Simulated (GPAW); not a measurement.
Ti:

```
CELL_PARAMETERS angstrom
-1.64100 1.64100 1.64100
1.64100 -1.64100 1.64100
1.64100 1.64100 -1.64100
ATOMIC_POSITIONS crystal
Ti 0.00000 0.00000 0.00000
```

This isn't the form of Ti at room conditions, which is hcp.

Program: GPAW 26.7.0. Alike in all runs: no spin polarisation; cell as given; k mesh 11 × 11 × 11; cutoff (eV) 600. Hardware: 1 thread of Arm Neoverse V1 (shared host).

Task: Order these runs on this cell by their wall time, lowest first.
A. task band structure; level PBEsol; potentials or basis PAW data sets generated in the run's folder for this functional, pw; smearing fermi-dirac 0.05 eV; band path GHNGPH,PN; band points 100
B. task single point; level PBE; potentials or basis GPAW PAW data sets (gpaw-data 1.2.1), pw; smearing gaussian 0.026 eV
C. task band structure; level r2SCAN; potentials or basis GPAW PAW data sets (gpaw-data 1.2.1), pw; smearing fermi-dirac 0.05 eV; band path GHNGPH,PN; band points 60

Result: B (13 s), A (26 s), C (61 s).
